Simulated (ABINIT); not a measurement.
The system is ZnS.

```
Zn S
1.0
     0.00000    2.70200    2.70200
     2.70200    0.00000    2.70200
     2.70200    2.70200    0.00000
Zn S
1 1
Direct
  0.75000 0.75000 0.75000
  0.00000 0.00000 0.00000
```

Base run:

| Property | Result |
| --- | --- |
| Program | ABINIT 10.8.3 (patched build) |
| Functional | B3LYP |
| Potentials or basis | SPMS NC PBE v1.0 |
| Cutoff | 816 eV |
| k mesh | 6 × 6 × 6 |
| Occupations | fixed |
| Spin | no spin polarisation |

Its results: band gap on the k mesh 3.69 eV, direct.

**Question.** The run is repeated on the same cell with these changes: functional from B3LYP to HSE03(Libxc). What comes out?

**Answer.** Band gap on the k mesh 3.33 eV, direct.

Caveats: exact exchange is summed on a coarse mesh, which widens gaps by tenths of an eV; Libxc's HSE differs a little from that of other programs (some runs).

